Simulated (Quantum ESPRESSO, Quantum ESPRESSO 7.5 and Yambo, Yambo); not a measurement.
# Quasiparticle gap of SiC (Moissanite) in Yambo

Aim: the G0W0 gap of SiC (Moissanite) on PBE, step by step.

Program: Quantum ESPRESSO 7.5 and Yambo 5.3.0. Level of theory: PBE and many-body steps on it, plane waves. Results are calculated unless marked as measured.

**The experiments to reproduce.**

- Gap 3.33 eV: band gap at cryogenic temperature; bulk crystal (literature value) (quoted in “Silicon carbide diodes for neutron detection”, 2020, arxiv:2009.14696).

Most raw output is cut from this account.

### 1. The starting structure

The structure is hexagonal, space group P6_3mc (No. 186). Conventional cell: a = 3.076 Å, b = 3.076 Å, c = 5.048 Å, α = 90.00°, β = 90.00°, γ = 120.00°. Si has 4 C at 1.88 to 1.90 Å nearest. Nearest to C lie 4 Si at 1.88 to 1.90 Å. Farther neighbours are not listed.

Geometry: measured (diffraction); atoms relaxed with PBE. The runs that relaxed it are not among those shown.

### 2. Ground state

This step: Quantum ESPRESSO 7.5; DFT, PBE, plane waves, norm-conserving pseudopotentials.

The ground-state density comes first.

The input, pw.in:

```
&control
  calculation = 'scf'
  prefix = 'x'
  outdir = 'o'
  pseudo_dir = 'pseudo'
/
&system
  ibrav = 0
  nat = 4
  ntyp = 2
  ecutwfc = 74.0
  nbnd = 14
  force_symmorphic = .true.
/
&electrons
  conv_thr = 1e-10
  electron_maxstep = 80
  mixing_beta = 0.5
/
ATOMIC_SPECIES
  Si 28.085 Si.upf
  C 12.011 C.upf
CELL_PARAMETERS angstrom
  3.0760000000 0.0000000000 0.0000000000
  -1.5380000000 2.6638941420 0.0000000000
  0.0000000000 0.0000000000 5.0480000000
ATOMIC_POSITIONS crystal
  Si 0.3333333333 0.6666666667 0.0045619064
  Si 0.6666666667 0.3333333333 0.5045619064
  C 0.3333333333 0.6666666667 0.3804380937
  C 0.6666666667 0.3333333333 0.8804380937
K_POINTS automatic
  6 6 4 0 0 0
```

Command:

```
OMP_NUM_THREADS=1 mpirun -n 4 pw.x -nk 4 -in pw.in > pw.out
```

Wall time 4.4 s (4 MPI ranks of Arm Neoverse V1, shared host); peak memory 0.23 GiB; 17 s of CPU time.

This step gave:

```yaml
total_energy: -558.8942 eV
gap: 2.283 eV
k_of_the_valence_top: 0, 0, 0
k_of_the_conduction_bottom: 0.3333, 0.3333, 0
least_direct_gap: 3.979 eV
```

The gap is indirect, with the least direct gap 1.70 eV higher.

### 3. Bands along the symmetry lines

The cheap functional maps the bands first; the places of the edges decide which points the dearer methods must see.

The input, pw.in:

```
&control
  calculation = 'bands'
  prefix = 'x'
  outdir = 'o'
  pseudo_dir = 'pseudo'
/
&system
  ibrav = 0
  nat = 4
  ntyp = 2
  ecutwfc = 74.0
  nbnd = 14
  force_symmorphic = .true.
/
&electrons
  conv_thr = 1e-9
  electron_maxstep = 80
  diago_full_acc = .true.
  diago_thr_init = 5e-6
/
ATOMIC_SPECIES
  Si 28.085 Si.upf
  C 12.011 C.upf
CELL_PARAMETERS angstrom
  3.0760000000 0.0000000000 0.0000000000
  -1.5380000000 2.6638941420 0.0000000000
  0.0000000000 0.0000000000 5.0480000000
ATOMIC_POSITIONS crystal
  Si 0.3333333333 0.6666666667 0.0045619064
  Si 0.6666666667 0.3333333333 0.5045619064
  C 0.3333333333 0.6666666667 0.3804380937
  C 0.6666666667 0.3333333333 0.8804380937
K_POINTS crystal
  75
  0.00000000 0.00000000 0.00000000 1
  0.06250000 0.00000000 0.00000000 1
  0.12500000 0.00000000 0.00000000 1
  0.18750000 0.00000000 0.00000000 1
  0.25000000 0.00000000 0.00000000 1
  0.31250000 0.00000000 0.00000000 1
  0.37500000 0.00000000 0.00000000 1
  0.43750000 0.00000000 0.00000000 1
  0.50000000 0.00000000 0.00000000 1
  0.47916667 0.04166667 0.00000000 1
  0.45833333 0.08333333 0.00000000 1
  0.43750000 0.12500000 0.00000000 1
  0.41666666 0.16666666 0.00000000 1
  0.39583333 0.20833333 0.00000000 1
  0.37500000 0.25000000 0.00000000 1
  0.35416666 0.29166666 0.00000000 1
  0.33333333 0.33333333 0.00000000 1
  0.29166666 0.29166666 0.00000000 1
  0.25000000 0.25000000 0.00000000 1
  0.20833333 0.20833333 0.00000000 1
  0.16666666 0.16666666 0.00000000 1
  0.12500000 0.12500000 0.00000000 1
  0.08333333 0.08333333 0.00000000 1
  0.04166667 0.04166667 0.00000000 1
  0.00000000 0.00000000 0.00000000 1
  0.00000000 0.00000000 0.06250000 1
  0.00000000 0.00000000 0.12500000 1
  0.00000000 0.00000000 0.18750000 1
  0.00000000 0.00000000 0.25000000 1
  0.00000000 0.00000000 0.31250000 1
  0.00000000 0.00000000 0.37500000 1
  0.00000000 0.00000000 0.43750000 1
  0.00000000 0.00000000 0.50000000 1
  0.06250000 0.00000000 0.50000000 1
  0.12500000 0.00000000 0.50000000 1
  0.18750000 0.00000000 0.50000000 1
  0.25000000 0.00000000 0.50000000 1
  0.31250000 0.00000000 0.50000000 1
  0.37500000 0.00000000 0.50000000 1
  0.43750000 0.00000000 0.50000000 1
  0.50000000 0.00000000 0.50000000 1
  0.47916667 0.04166667 0.50000000 1
  0.45833333 0.08333333 0.50000000 1
  0.43750000 0.12500000 0.50000000 1
  0.41666666 0.16666666 0.50000000 1
  0.39583333 0.20833333 0.50000000 1
  0.37500000 0.25000000 0.50000000 1
  0.35416666 0.29166666 0.50000000 1
  0.33333333 0.33333333 0.50000000 1
  0.29166666 0.29166666 0.50000000 1
  0.25000000 0.25000000 0.50000000 1
  0.20833333 0.20833333 0.50000000 1
  0.16666666 0.16666666 0.50000000 1
  0.12500000 0.12500000 0.50000000 1
  0.08333333 0.08333333 0.50000000 1
  0.04166667 0.04166667 0.50000000 1
  0.00000000 0.00000000 0.50000000 1
  0.50000000 0.00000000 0.50000000 1
  0.50000000 0.00000000 0.43750000 1
  0.50000000 0.00000000 0.37500000 1
  0.50000000 0.00000000 0.31250000 1
  0.50000000 0.00000000 0.25000000 1
  0.50000000 0.00000000 0.18750000 1
  0.50000000 0.00000000 0.12500000 1
  0.50000000 0.00000000 0.06250000 1
  0.50000000 -0.00000000 0.00000000 1
  0.33333333 0.33333333 0.50000000 1
  0.33333333 0.33333333 0.43750000 1
  0.33333333 0.33333333 0.37500000 1
  0.33333333 0.33333333 0.31250000 1
  0.33333333 0.33333333 0.25000000 1
  0.33333333 0.33333333 0.18750000 1
  0.33333333 0.33333333 0.12500000 1
  0.33333333 0.33333333 0.06250000 1
  0.33333333 0.33333333 0.00000000 1
```

Wall time 4.6 s (4 MPI ranks); peak memory 0.21 GiB.

Numbers from this step:

- gap: 2.283 eV
- k of the valence top: 0, 0, 0
- k of the conduction bottom: 0.3333, 0.3333, 0
- least direct gap: 3.979 eV

The gap is 2.283 eV, as in the run before at this level.

Electronic bands along the path, in eV, zero at the top of the highest filled band; v1 is the highest filled band, c1 the lowest empty one:

| point | v4 | v3 | v2 | v1 | c1 | c2 | c3 | c4 |
| --- | --- | --- | --- | --- | --- | --- | --- | --- |
| Γ | -1.32 | -0.11 | 0.00 | 0.00 | 4.80 | 6.20 | 6.67 | 6.67 |
| halfway | -2.96 | -2.53 | -1.02 | -0.61 | 4.06 | 5.85 | 7.24 | 7.65 |
| M | -5.44 | -3.33 | -3.29 | -1.20 | 2.78 | 4.23 | 6.89 | 7.14 |
| halfway | -5.39 | -4.67 | -3.36 | -2.54 | 3.21 | 5.16 | 7.68 | 8.48 |
| K | -6.27 | -4.04 | -4.04 | -3.83 | 2.28 | 8.17 | 8.86 | 8.86 |
| halfway | -4.15 | -2.82 | -1.45 | -1.25 | 5.07 | 5.82 | 6.99 | 7.21 |
| Γ | -1.32 | -0.11 | 0.00 | 0.00 | 4.80 | 6.20 | 6.67 | 6.67 |
| halfway | -1.15 | -1.15 | -0.22 | -0.22 | 5.08 | 6.79 | 6.79 | 7.02 |
| A | -0.71 | -0.71 | -0.71 | -0.71 | 5.89 | 5.89 | 7.35 | 7.35 |
| halfway | -2.95 | -2.95 | -1.72 | -1.72 | 4.50 | 4.50 | 7.36 | 7.36 |
| L | -2.45 | -2.45 | -2.33 | -2.33 | 3.29 | 3.29 | 5.26 | 5.26 |
| halfway | -4.25 | -4.25 | -1.92 | -1.92 | 4.28 | 4.28 | 6.36 | 6.36 |
| H | -5.64 | -5.64 | -1.74 | -1.74 | 5.07 | 5.07 | 6.03 | 6.03 |
| halfway | -3.01 | -3.01 | -2.49 | -2.49 | 5.17 | 5.17 | 7.54 | 7.54 |
| A | -0.71 | -0.71 | -0.71 | -0.71 | 5.89 | 5.89 | 7.35 | 7.35 |
| jump to L | -2.45 | -2.45 | -2.33 | -2.33 | 3.29 | 3.29 | 5.26 | 5.26 |
| halfway | -4.15 | -3.09 | -2.33 | -1.63 | 3.11 | 3.27 | 6.63 | 7.04 |
| M | -5.44 | -3.33 | -3.29 | -1.20 | 2.78 | 4.23 | 6.89 | 7.14 |
| jump to H | -5.64 | -5.64 | -1.74 | -1.74 | 5.07 | 5.07 | 6.03 | 6.03 |
| halfway | -6.46 | -4.51 | -2.82 | -2.82 | 3.51 | 6.58 | 6.58 | 7.84 |
| K | -6.27 | -4.04 | -4.04 | -3.83 | 2.28 | 8.17 | 8.86 | 8.86 |

### 4. Empty states on the mesh, 3×3×4 mesh, 180 bands

The sums over transitions need many empty states on a uniform mesh; this step solves for them.

The input, pw.in:

```
&control
  calculation = 'nscf'
  prefix = 'x'
  outdir = 'o'
  pseudo_dir = 'pseudo'
/
&system
  ibrav = 0
  nat = 4
  ntyp = 2
  ecutwfc = 74.0
  nbnd = 180
  force_symmorphic = .true.
/
&electrons
  conv_thr = 1e-9
  electron_maxstep = 80
  diago_full_acc = .true.
  diago_thr_init = 5e-6
/
ATOMIC_SPECIES
  Si 28.085 Si.upf
  C 12.011 C.upf
CELL_PARAMETERS angstrom
  3.0760000000 0.0000000000 0.0000000000
  -1.5380000000 2.6638941420 0.0000000000
  0.0000000000 0.0000000000 5.0480000000
ATOMIC_POSITIONS crystal
  Si 0.3333333333 0.6666666667 0.0045619064
  Si 0.6666666667 0.3333333333 0.5045619064
  C 0.3333333333 0.6666666667 0.3804380937
  C 0.6666666667 0.3333333333 0.8804380937
K_POINTS automatic
  3 3 4 0 0 0
```

The job ended after 14 s (4 MPI ranks; peak memory 0.38 GiB).

Numbers from this step:

- gap: 2.283 eV
- k of the valence top: 0, 0, 0
- k of the conduction bottom: 0.3333, 0.3333, 0
- least direct gap: 4.286 eV
- k points computed: 10
- lowest point of the top converged band, above the valence top: 131.1515 eV

On this mesh the gap is 2.283 eV.

### 5. Conversion and set-up

This step: Yambo 5.3.0; conversion and set-up on PBE, plane waves, norm-conserving pseudopotentials.

The states are converted to the many-body program's format and the q mesh is built.

Command:

```
(cd o/x.save; p2y > p2y.log; mv SAVE ../..); yambo > setup.log
```

The job ended after 2 s (1 MPI rank; peak memory 0.23 GiB).

### 6. Screening and self-energy, 3×3×4 mesh, 180 bands, screening to 210.9 eV

G0W0 replaces the xc potential by the self-energy, built once from these orbitals. Only a window of levels is corrected, while the sums run over the empty bands that the input names.

This step: G0W0 on PBE, plane waves, norm-conserving pseudopotentials.

The input, gw1.in:

```
HF_and_locXC
gw0
dyson
ppa
em1d
rim_cut
RandQpts= 1000000
RandGvec= 1 RL
EXXRLvcs= 74 Ry
VXCRLvcs= 296 Ry
Chimod= "HARTREE"
% BndsRnXp
 1 | 180 |
%
NGsBlkXp= 15.5 Ry
% LongDrXp
 1 | 1 | 1 |
%
% GbndRnge
 1 | 180 |
%
DysSolver= "n"
ExtendOut
PPAPntXp= 27.21138 eV
% QPkrange
 1 | 10 | 3 | 13 |
%
```

Command:

```
OMP_NUM_THREADS=1 mpirun -n 4 yambo -F gw1.in -J gw1 -C gw1 > gw1.log
```

Run time: 12 min. Hardware: 4 MPI ranks; peak memory 1.6 GiB; 48 min of CPU time.

This step gave:

```
G0W0 gap on the mesh                         : 2.999 eV
starting gap on the mesh                     : 2.283 eV
k of the valence top                         : 0, 0, 0
k of the conduction bottom                   : 0.3333, 0.3333, 0
least direct G0W0 gap on the computed points : 5.225 eV
Z at the valence top                         : 0.7952
Z at the conduction bottom                   : 0.8274
```

The gap on the mesh goes from 2.28 eV to 3.00 eV, a correction of +0.72 eV.

Limits: finite bands, cutoff and mesh; coarse k mesh. v1 is the top filled band, c1 the lowest empty one. Levels before and after the correction, in eV, zero at the valence-band top of each column:

|  | conduction bottom | valence top |
| --- | --- | --- |
| Kohn-Sham | 2.28 | 0.00 |
| G0W0 | 3.00 | 0.00 |

|  | level | energy (eV) |
| --- | --- | --- |
| Kohn-Sham | Γ v3 | -0.109 |
| Kohn-Sham | Γ v2-v1 | 0.000 |
| Kohn-Sham | Γ c1 | 4.799 |
| Kohn-Sham | Γ c2 | 6.202 |
| Kohn-Sham | Γ c3 | 6.669 |
| Kohn-Sham | (0.333 0.333 0) v3-v2 | -4.045 |
| Kohn-Sham | (0.333 0.333 0) v1 | -3.833 |
| Kohn-Sham | (0.333 0.333 0) c1 | 2.283 |
| Kohn-Sham | (0.333 0.333 0) c2 | 8.174 |
| Kohn-Sham | (0.333 0.333 0) c3 | 8.857 |
| G0W0 | Γ v3 | -0.050 |
| G0W0 | Γ v2-v1 | 0.000 |
| G0W0 | Γ c1 | 5.744 |
| G0W0 | Γ c2 | 7.084 |
| G0W0 | Γ c3 | 7.531 |
| G0W0 | (0.333 0.333 0) v3-v2 | -4.353 |
| G0W0 | (0.333 0.333 0) v1 | -4.156 |
| G0W0 | (0.333 0.333 0) c1 | 2.999 |
| G0W0 | (0.333 0.333 0) c2 | 9.275 |
| G0W0 | (0.333 0.333 0) c3 | 10.034 |

### 7. Where the time went

Times are wall times on the hardware named with each run, good to a factor of about two.

| step | time | share | memory (GiB) |
| --- | --- | --- | --- |
| ground state | 4.4 s | 1 % | 0.23 |
| bands along the symmetry lines | 4.6 s | 1 % | 0.21 |
| empty states on the mesh | 14 s | 2 % | 0.38 |
| conversion and set-up | 2 s | 0 % | 0.23 |
| screening and self-energy | 12 min | 97 % | 1.6 |

### 8. Outcome

```json
{
 "PBE gap": "2.28 eV, indirect",
 "G0W0 gap on the mesh": "3.00 eV",
 "GW settings": "3×3×4 mesh, 180 bands, screening to 210.9 eV, Godby-Needs plasmon pole",
 "known limits": "not at the basis limit; coarse k mesh"
}
```

G0W0 moves the gap on the mesh from 2.28 eV to 3.00 eV (+0.72 eV), with Z of 0.80 and 0.83 at the edges. The dearest step here is «screening and self-energy». Against experiment, by G0W0@PBE: the gap of 3.00 eV lies −0.33 eV from the measured 3.33 eV (kind not stated, quoted 2020). The calculation has static nuclei and no excitons; a measured gap holds zero-point and thermal motion, which mostly lowers it. Bands and cutoff are finite, so the gap is not at the basis limit. The miss can reach some tenths of an eV and take either sign; the mesh is an error of its own. The 3×3×4 mesh is coarse for this cell, which bears on the long-range parts of exchange and screening.

[Paths, hosts, dates, memory and timing lines, banners, echoed tables and standing remarks are left out of the program output.]

[Logs are printed without paths, hosts, clocks, repeated set-up lines and the standing remarks that a program may print on its own settings, such as how far it seeks lower states.]

[Runs of the session that timed out or met a known fault of the program may be left out.]

[Hosts, paths, dates, database ids (printed as entryN), source tags and the programs' standing remarks are cut or masked in the printed files.]
